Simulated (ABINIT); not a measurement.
Wanted: the native input for an ABINIT 10.8.3 (patched build) run.

* Task: single point
* Functional: PBEsol
* Potentials or basis: PseudoDojo NC SR PBEsol v0.4.1 standard
* Cutoff: 1143 eV
* k mesh: 10 × 10 × 8
* Occupations: fermi-dirac, width 0.05 eV
* Spin: no spin polarisation

Crystal: TiO.

```
Ti O
1.0
     3.03100    0.00000    0.00000
    -1.51550    2.62492    0.00000
     0.00000    0.00000    3.23770
Ti O
1 1
Direct
  0.66667 0.33333 0.00000
  0.00000 0.00000 0.50000
```

These files were run (other wordings do the same):

run.abi

```
# Pseudopotentials
pp_dirpath "./"
pseudos "Ti.upf, O.upf"

# Structure
acell 5.7277598837 5.7277598838 6.1183662737
rprim
     1.0000000000     0.0000000000     0.0000000000
    -0.5000000000     0.8660254038     0.0000000000
     0.0000000000     0.0000000000     1.0000000000
ntypat 2
znucl 22 8
natom 2
typat 1 2
xred
     0.6666666667     0.3333333333     0.0000000000
     0.0000000000     0.0000000000     0.5000000000

# Plane-wave basis
ecut 1142.878222 eV

# k points
kptopt 1
ngkpt 10 10 8
nshiftk 1
shiftk 0.0 0.0 0.0

# Exchange and correlation
ixc -116133

# Bands and occupations
nband 13
occopt 3
tsmear 0.05 eV

# SCF cycle
nstep 100
tolvrs 1.0e-10

# Output
iomode 3
prtwf 0
prteig 0
prtebands 0
prtden 1
prtvha 1
prtvclmb 1
prtpot 1
prtelf 1
```

Potentials or basis: PseudoDojo NC SR PBEsol v0.4.1 standard.

Launch:

```sh
$ abinit run.abi > log 2>&1
```

Results of the run:

| Item | Value |
| --- | --- |
| Pressure | -40.6 GPa |
| Band gap on the k mesh | none (metal or under the smearing width) |
| Valence electrons inside the program's atomic spheres | Ti 9.41; O 6.02 |

Caveat: a pressure of tens of GPa on the cell as given is suspect, and the run, the potentials or the cell itself is likely at fault; semilocal functionals often make such compounds metallic where correlation or magnetic order opens a gap, which also shifts bond lengths.

Wall time 62 s on 1 thread of Arm Neoverse V2, on a shared host, peak memory 0.09 GiB.
